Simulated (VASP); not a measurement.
# W (Pm-3n) in VASP: equation of state

How stiff is W in PBEsol, and what volume does it want? The cell is scaled to several volumes.

Program: VASP 6.6.1. These are calculated values, not measurements. Logs are shortened: lines on timing, memory, paths and dates and some standing lists are left out, and cuts for length are marked.

### Step 1. The crystal as given

The structure is cubic, space group Pm-3n (No. 223). Conventional cell: a = 5.083 Å, b = 5.083 Å, c = 5.083 Å, α = 90.00°, β = 90.00°, γ = 90.00°. W (site symmetry -4m2) is surrounded by 6 W at 2.54 to 2.84 Å. W (site symmetry m-3) has 12 W at 2.84 Å as nearest neighbours.

This isn't the form of W at room conditions, which is bcc.

### Step 2. Equation of state, PBEsol, 15.43 Å³/atom (volume scaled by 0.94)

The input, INCAR:

```
PREC     = Accurate       # precision mode
ENCUT    = 520            # plane-wave cutoff, eV
EDIFF    = 1E-7           # SCF threshold, eV
ISMEAR   = -1             # smearing method
SIGMA    = 0.05           # smearing width, eV
LREAL    = F              # projectors in reciprocal space
LASPH    = T              # aspherical terms in the spheres
NELM     = 60             # most SCF steps
ALGO     = Normal         # electronic algorithm
ISIF     = 2              # what is computed and relaxed
LWAVE    = F              # write WAVECAR
LCHARG   = F              # write CHGCAR
GGA      = PS             # functional
NBANDS   = 66             # bands
KPAR     = 2
```

The input, KPOINTS:

```
Automatic mesh
0
Gamma
  5 5 5
```

The input, POSCAR:

```
W
1.0
    4.9792361906      0.0000000000      0.0000000000
    0.0000000000      4.9792361906      0.0000000000
    0.0000000000      0.0000000000      4.9792361906
W
8
Direct
    0.5000000000      0.2500000000      0.0000000000
    0.5000000000      0.7500000000      0.0000000000
    0.7500000000      0.0000000000      0.5000000000
    0.2500000000      0.0000000000      0.5000000000
    0.0000000000      0.5000000000      0.7500000000
    0.0000000000      0.5000000000      0.2500000000
    0.5000000000      0.5000000000      0.5000000000
    0.0000000000      0.0000000000      0.0000000000
```

Potentials or basis: VASP PAW PBE potentials, release 64 (W_sv).

Command:

```bash
$ cat potpaw_PBE.64/W_sv/POTCAR > POTCAR
$ mpirun -np 2 vasp_std > vasp.out
```

OUTCAR:

```text
PREC = Accurate
   ENCUT = 520
   EDIFF = 1E-7
   ISMEAR = -1
   LREAL = F
   LASPH = T
   NELM = 60
   ISIF = 2
   GGA = PS

 Found     10 irreducible k-points:

 Following reciprocal coordinates:
            Coordinates               Weight
  0.000000  0.000000  0.000000      1.000000
  0.200000  0.000000  0.000000      6.000000
  0.400000  0.000000  0.000000      6.000000
  0.200000  0.200000  0.000000     12.000000
  0.400000  0.200000  0.000000     24.000000
  0.400000  0.400000  0.000000     12.000000
   k-points           NKPTS =     10   k-points in BZ     NKDIM =     10   number of bands    NBANDS=     66
   number of dos      NEDOS =    301   number of ions     NIONS =      8
   total plane-waves  NPLWV =  64000
   dimension x,y,z NGX =    40 NGY =   40 NGZ =   40
   dimension x,y,z NGXF=    80 NGYF=   80 NGZF=   80
   ions per type =               8
   NGX,Y,Z   is equivalent  to a cutoff of  13.36, 13.36, 13.36 a.u.
   NGXF,Y,Z  is equivalent  to a cutoff of  26.71, 26.71, 26.71 a.u.
 SYSTEM =  unknown system
   PREC   = accura    normal or accurate (medium, high low for compatibility)
   ISTART =      0    job   : 0-new  1-cont  2-samecut
   ICHARG =      2    charge: 1-file 2-atom 10-const
   ISPIN  =      1    spin polarized calculation?
   LNONCOLLINEAR =      F non collinear calculations
   LSORBIT =      F    spin-orbit coupling
   LASPH  =      T    aspherical Exc in radial PAW
   ENCUT  =  520.0 eV  38.22 Ry    6.18 a.u.   9.26  9.26  9.26*2*pi/ulx,y,z
   NELM   =     60;   NELMIN=  2; NELMDL= -5     # of ELM steps
   EDIFF  = 0.1E-06   stopping-criterion for ELM
   LREAL  =      F    real-space projection
   EDIFFG = 0.1E-05   stopping-criterion for IOM
   NSW    =      0    number of steps for IOM
   IBRION =     -1    ionic relax: 0-MD 1-quasi-New 2-CG
   NFREE  =      0    steps in history (QN), initial steepest desc. (CG)
   ISIF   =      2    stress and relaxation
   ISYM   =      2    0-nonsym 1-usesym 2-fastsym
   POTIM  = 0.5000    time-step for ionic-motion
   TEBEG  =    0.0;   TEEND  =   0.0 temperature during run
   PSTRESS=    0.0 pullay stress
   NELECT =     112.0000    total number of electrons
   NUPDOWN=      -1.0000    fix difference up-down
   EMIN   =  10.00;   EMAX   =-10.00  energy-range for DOS
   EFERMI =   0.00;   METHOD = LEGACY
   ISMEAR =    -1;   SIGMA  =   0.05  broadening in eV -4-tet -1-fermi 0-gaus
   EFERMI_NEDOS =   21; number of points for ismear=-14 and -15
   IALGO  =     38    algorithm
   IMIX   =      4    mixing-type and parameters
     AMIX     =   0.40;   BMIX     =  1.00
     AMIX_MAG =   1.60;   BMIX_MAG =  1.00
  volume/ion in A,a.u.               =      15.43       104.13
  Fermi-wavevector in a.u.,A,eV,Ry     =   1.584838  2.994909 34.173894  2.511710
  Thomas-Fermi vector in A             =   2.684394
   LORBIT       =      0    0 simple, 1 ext, 2 COOP (PROOUT), +10 PAW based schemes
   GGA     = PS    functional components
   LHFCALC =     F    Hartree Fock is set to
   AEXX    =    0.0000 exact exchange contribution
   IVDW    =     0    specifies the selected vdW correction
   LEPSILON=     F    determine dielectric tensor
   LRPA    =     F    only Hartree local field effects (RPA)
 non-spin polarized calculation
  energy-cutoff  :      520.00
  volume of cell :      123.45
 maximum number of plane-waves:      3345
 NGX is ok and might be reduce to    40
   NGX = 19   NGY = 19   NGZ = 19

 number of electron     111.9999991 magnetization

 Free energy of the ion-electron system (eV)
  ---------------------------------------------------
  ext. energy  EPLUGINS =         0.00000000
  ---------------------------------------------------
  free energy    TOTEN  =      -109.53586245 eV

  energy without entropy =     -109.51678019  energy(sigma->0) =     -109.52632132

 E-fermi :  11.3887     XC(G=0): -13.8979

 val. band max:       11.2794087110   @ k =   0.2000   0.0000   0.0000
 cond. band min:      11.4289289643   @ k =   0.4000   0.0000   0.0000
 fundamental gap:      0.1495202533
 Fermi energy:        11.3886926304

 k-point     1 :       0.0000    0.0000    0.0000
  band No.  band energies     occupation
      1     -62.4897      2.00000
      2     -62.4290      2.00000
      3     -62.4290      2.00000
      4     -62.2591      2.00000
      5     -62.2591      2.00000
      6     -62.2591      2.00000
[... 58 lines left out ...]
     65      13.3552      0.00000
     66      14.5789      0.00000

 k-point     2 :       0.2000    0.0000    0.0000
  band No.  band energies     occupation
      1     -62.4797      2.00000
      2     -62.4323      2.00000
      3     -62.4167      2.00000
      4     -62.2777      2.00000
      5     -62.2591      2.00000
      6     -62.2591      2.00000
[... 58 lines left out ...]
     65      14.1769      0.00000
     66      14.3067      0.00000

 k-point     3 :       0.4000    0.0000    0.0000
  band No.  band energies     occupation
      1     -62.4596      2.00000
      2     -62.4425      2.00000
      3     -62.3786      2.00000
      4     -62.3246      2.00000
      5     -62.2591      2.00000
      6     -62.2591      2.00000
[... 58 lines left out ...]
     65      14.3131      0.00000
     66      14.3657      0.00000

 k-point     4 :       0.2000    0.2000    0.0000
  band No.  band energies     occupation
      1     -62.4697      2.00000
      2     -62.4266      2.00000
      3     -62.4132      2.00000
      4     -62.2781      2.00000
      5     -62.2770      2.00000
      6     -62.2591      2.00000
[... 58 lines left out ...]
     65      14.4710      0.00000
     66      14.5099      0.00000

 k-point     5 :       0.4000    0.2000    0.0000
  band No.  band energies     occupation
      1     -62.4521      2.00000
      2     -62.4305      2.00000
      3     -62.3787      2.00000
      4     -62.3245      2.00000
      5     -62.2773      2.00000
      6     -62.2591      2.00000
[... 58 lines left out ...]
     65      13.8043      0.00000
     66      14.7724      0.00000

 k-point     6 :       0.4000    0.4000    0.0000
  band No.  band energies     occupation
      1     -62.4455      2.00000
      2     -62.3940      2.00000
      3     -62.3734      2.00000
      4     -62.3288      2.00000
      5     -62.3193      2.00000
      6     -62.2591      2.00000
[... 58 lines left out ...]
     65      14.0219      0.00000
     66      14.4628      0.00000

 [... further k-points ...]
[... 5 lines left out ...]
  --------------------------------------------------------------------------------------
  -------------------------------------------------------------------------------------
  Total        8.8743621      8.8743621      8.8743621      0.0000000      0.0000000      0.0000000
  in kB      115.1753509    115.1753509    115.1753509      0.0000000      0.0000000      0.0000000
  external PRESSURE =     115.1753509 kB  Pullay stress =       0.0000000 kB

 VOLUME and BASIS-vectors are now :
 -----------------------------------------------------------------------------
  energy-cutoff  :      520.00
  volume of cell :      123.45
      direct lattice vectors                 reciprocal lattice vectors
     4.979236191  0.000000000  0.000000000     0.200834016  0.000000000  0.000000000
     0.000000000  4.979236191  0.000000000     0.000000000  0.200834016  0.000000000
     0.000000000  0.000000000  4.979236191     0.000000000  0.000000000  0.200834016

 POSITION                                       TOTAL-FORCE (eV/Angst)
 -----------------------------------------------------------------------------------
      2.48962      1.24481      0.00000        -0.000000      0.000000     -0.000000
      2.48962      3.73443      0.00000         0.000000     -0.000000     -0.000000
      3.73443      0.00000      2.48962         0.000000     -0.000000     -0.000000
      1.24481      0.00000      2.48962        -0.000000      0.000000      0.000000
      0.00000      2.48962      3.73443         0.000000      0.000000     -0.000000
      0.00000      2.48962      1.24481        -0.000000     -0.000000      0.000000
      2.48962      2.48962      2.48962         0.000000      0.000000      0.000000
      0.00000      0.00000      0.00000         0.000000      0.000000      0.000000
 -----------------------------------------------------------------------------------
    total drift:                               -0.000000     -0.000000      0.000000

  FREE ENERGIE OF THE ION-ELECTRON SYSTEM (eV)
  ---------------------------------------------------
  free  energy   TOTEN  =      -109.5358624545 eV

  energy  without entropy=     -109.5167801874  energy(sigma->0) =     -109.52632132
```

stdout:

```text
POSCAR found type information on POSCAR W
 POSCAR found :  1 types and       8 ions
 scaLAPACK will be used
 -----------------------------------------------------------------------------
|                                                                             |
|                                                                             |
|     You enforced a specific xc type in the INCAR file but a different       |
|     I HOPE YOU KNOW WHAT YOU ARE DOING!                                     |
|                                                                             |
 -----------------------------------------------------------------------------

 LDA part: xc-table for (Slater+PW92), standard interpolation
 POSCAR, INCAR and KPOINTS ok, starting setup
 FFT: planning ... GRIDC
 FFT: planning ... GRID_SOFT
 FFT: planning ... GRID
 WAVECAR not read
 entering main loop
```

It took 60 s on 2 MPI ranks of Intel Xeon Platinum 8259CL at 2.50GHz (Skylake/Cascade Lake), shared host; peak memory 0.26 GiB.

Results:

```yaml
Free_energy: -109.5359 eV
Pressure: 11.5 GPa
Band_gap_on_the_k_mesh: none (metal or under the smearing width)
```

Caveat: the PAW data sets were made with another functional, which shifts forces and pressure a little.

### Step 3. Equation of state, PBEsol, 15.76 Å³/atom (volume scaled by 0.96)

INCAR is that of step 2.

KPOINTS is that of step 2.

POSCAR, as its differences from that of step 2:

```diff
@@ -2,5 +2,5 @@
 1.0
-    4.9792361906      0.0000000000      0.0000000000
-    0.0000000000      4.9792361906      0.0000000000
-    0.0000000000      0.0000000000      4.9792361906
+    5.0143023895      0.0000000000      0.0000000000
+    0.0000000000      5.0143023895      0.0000000000
+    0.0000000000      0.0000000000      5.0143023895
 W
```

Potentials or basis: VASP PAW PBE potentials, release 64 (W_sv).

Command:

```bash
$ cat potpaw_PBE.64/W_sv/POTCAR > POTCAR
$ mpirun -np 2 vasp_std > vasp.out
```

Run time: 57 s. Hardware: 2 MPI ranks of Intel Xeon Platinum 8259CL at 2.50GHz (Skylake/Cascade Lake), shared host; peak memory 0.26 GiB.

The run converged. Its results:

```yaml
Free_energy: -109.6640 eV
Pressure: 4.1 GPa
Band_gap_on_the_k_mesh: none (metal or under the smearing width)
```

Caveat: the PAW data sets were made with another functional, which shifts forces and pressure a little.

### Step 4. Equation of state, PBEsol, 16.09 Å³/atom (volume scaled by 0.98)

INCAR is that of step 3.

KPOINTS is that of step 3.

POSCAR, as its differences from that of step 3:

```diff
@@ -2,5 +2,5 @@
 1.0
-    5.0143023895      0.0000000000      0.0000000000
-    0.0000000000      5.0143023895      0.0000000000
-    0.0000000000      0.0000000000      5.0143023895
+    5.0488848781      0.0000000000      0.0000000000
+    0.0000000000      5.0488848781      0.0000000000
+    0.0000000000      0.0000000000      5.0488848781
 W
```

Command:

```bash
$ cat potpaw_PBE.64/W_sv/POTCAR > POTCAR
$ mpirun -np 2 vasp_std > vasp.out
```

Wall time 52 s (2 MPI ranks of Intel Xeon Platinum 8259CL at 2.50GHz (Skylake/Cascade Lake), shared host); peak memory 0.25 GiB.

The run converged. Its results:

```
Free energy            : -109.6768 eV
Pressure               : -2.6 GPa
Band gap on the k mesh : none (metal or under the smearing width)
```

Caveat: the PAW data sets were made with another functional, which shifts forces and pressure a little.

### Step 5. Equation of state, PBEsol, 16.74 Å³/atom (volume scaled by 1.02)

INCAR is that of step 4.

KPOINTS is that of step 4.

POSCAR, as its differences from that of step 4:

```diff
@@ -2,5 +2,5 @@
 1.0
-    5.0488848781      0.0000000000      0.0000000000
-    0.0000000000      5.0488848781      0.0000000000
-    0.0000000000      0.0000000000      5.0488848781
+    5.1166632327      0.0000000000      0.0000000000
+    0.0000000000      5.1166632327      0.0000000000
+    0.0000000000      0.0000000000      5.1166632327
 W
```

Command:

```bash
$ cat potpaw_PBE.64/W_sv/POTCAR > POTCAR
$ mpirun -np 2 vasp_std > vasp.out
```

It took 49 s on 2 MPI ranks of Intel Xeon Platinum 8259CL at 2.50GHz (Skylake/Cascade Lake), shared host; peak memory 0.26 GiB.

The run converged. Its results:

```yaml
Free_energy: -109.4022 eV
Pressure: -13.9 GPa
Band_gap_on_the_k_mesh: none (metal or under the smearing width)
```

Caveat: the PAW data sets were made with another functional, which shifts forces and pressure a little.

### Step 6. Equation of state, PBEsol, 17.07 Å³/atom (volume scaled by 1.04)

INCAR is that of step 5.

KPOINTS is that of step 5.

POSCAR, as its differences from that of step 5:

```diff
@@ -2,5 +2,5 @@
 1.0
-    5.1166632327      0.0000000000      0.0000000000
-    0.0000000000      5.1166632327      0.0000000000
-    0.0000000000      0.0000000000      5.1166632327
+    5.1498892496      0.0000000000      0.0000000000
+    0.0000000000      5.1498892496      0.0000000000
+    0.0000000000      0.0000000000      5.1498892496
 W
```

Potentials or basis: VASP PAW PBE potentials, release 64 (W_sv).

Command:

```bash
$ cat potpaw_PBE.64/W_sv/POTCAR > POTCAR
$ mpirun -np 2 vasp_std > vasp.out
```

It took 58 s on 2 MPI ranks of Intel Xeon Platinum 8259CL at 2.50GHz (Skylake/Cascade Lake), shared host; peak memory 0.26 GiB.

The run converged. Its results:

```yaml
Free_energy: -109.1350 eV
Pressure: -18.7 GPa
Band_gap_on_the_k_mesh: none (metal or under the smearing width)
```

Caveat: the PAW data sets were made with another functional, which shifts forces and pressure a little.

### Step 7. Equation of state, PBEsol, 17.40 Å³/atom (volume scaled by 1.06)

INCAR is that of step 6.

KPOINTS is that of step 6.

POSCAR, as its differences from that of step 6:

```diff
@@ -2,5 +2,5 @@
 1.0
-    5.1498892496      0.0000000000      0.0000000000
-    0.0000000000      5.1498892496      0.0000000000
-    0.0000000000      0.0000000000      5.1498892496
+    5.1826919764      0.0000000000      0.0000000000
+    0.0000000000      5.1826919764      0.0000000000
+    0.0000000000      0.0000000000      5.1826919764
 W
```

Command:

```bash
$ cat potpaw_PBE.64/W_sv/POTCAR > POTCAR
$ mpirun -np 2 vasp_std > vasp.out
```

Wall time 59 s (2 MPI ranks of Intel Xeon Platinum 8259CL at 2.50GHz (Skylake/Cascade Lake), shared host); peak memory 0.25 GiB.

The run converged. Its results:

| Quantity | Value |
| --- | --- |
| Free energy | -108.7933 eV |
| Pressure | -23.0 GPa |
| Band gap on the k mesh | none (metal or under the smearing width) |

Caveat: the PAW data sets were made with another functional, which shifts forces and pressure a little.

### Step 8. Equation of state, PBEsol

Potentials or basis: VASP PAW PBE potentials, release 64 (W_sv).

No new run: the results of the series are fitted here.

What came out:

| Item | Value |
| --- | --- |
| Equilibrium volume | 15.96 Å³/atom |
| Bulk modulus | 320 GPa |
| Pressure derivative of the bulk modulus | 4.3 |

Energy against volume, from the lowest point:
| volume (Å³/atom) | energy (meV/atom) |
| --- | --- |
| 15.431 | 17.62 |
| 15.759 | 1.60 |
| 16.088 | 0.00 |
| 16.416 | 11.35 |
| 16.744 | 34.33 |
| 17.073 | 67.73 |
| 17.401 | 110.45 |

Caveat: the PAW data sets were made with another functional, which shifts forces and pressure a little.
